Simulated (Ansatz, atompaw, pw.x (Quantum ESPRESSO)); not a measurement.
From atom to crystal: PAW (atompaw) potential for boron

atompaw 4.2.0.5 input, output lines left out:

```
B 5
GGA-PBE scalarrelativistic loggrid 1500 logderivrange -3 5 201
2 2 0 0 0 0
2 1 1
0 0 0
c
v
v
1
3.00 2.70 2.40 2.05
y
1.3
n
y
0.15
n
bloechl gaussian
bessel
```

Crystal test: bcc B in pw.x 7.5, no spin, 18³ k-points, Fermi–Dirac smearing 0.01 Ry, cutoffs 40/400 Ry. The reference is all-electron LAPW (Ansatz 0.2.0) with the same functional, mesh and smearing; V0 and B0 come from Birch–Murnaghan fits to the pressures at five volumes. Errors are pseudo minus all-electron; Δ is the rms difference of the E(V) curves that follow from these fits, minima aligned, over ±6 % about the mean V0. Mesh and smearing are coarse, so the numbers serve the comparison and aren't converged zero-temperature values; the lattice is a test structure that the element need not adopt.

```
V (Å³/atom)  P all-electron (GPa)  P pseudo (GPa)
      5.869                 11.78          120.40
      6.024                  4.93          104.30
      6.178                 -1.02           90.06
      6.332                 -6.17           77.47
      6.487                -10.61           66.32
```

All-electron: a0 = 2.308 Å (V0 = 6.15 Å³/atom), B0 = 225.7 GPa.

Pseudopotential: mean pressure error (GPa): +91.93. The pressure does not cross zero within the volumes sampled, so no fit is given. The largest radius (3.00 bohr) exceeds half the bond length (1.89 bohr), so the spheres overlap, which is one possible source of error among others. This is a poor potential for the solid.

At the middle volume, how do free energy and pressure move when the wave cutoff is lowered (ecutrho held at 400 Ry)?

```tsv
cutoff (Ry)	shift of F (meV/atom)	shift of P (GPa)
18	+0.3	-0.01
24	+0.1	-0.01
32	+0.0	-0.00
```

The run at the middle volume (195 k-points, 7 iterations) took about 1.9 s on one core of a shared host (AMD EPYC 9R45 96-Core Processor, 96 threads, 376 GiB, load 47).
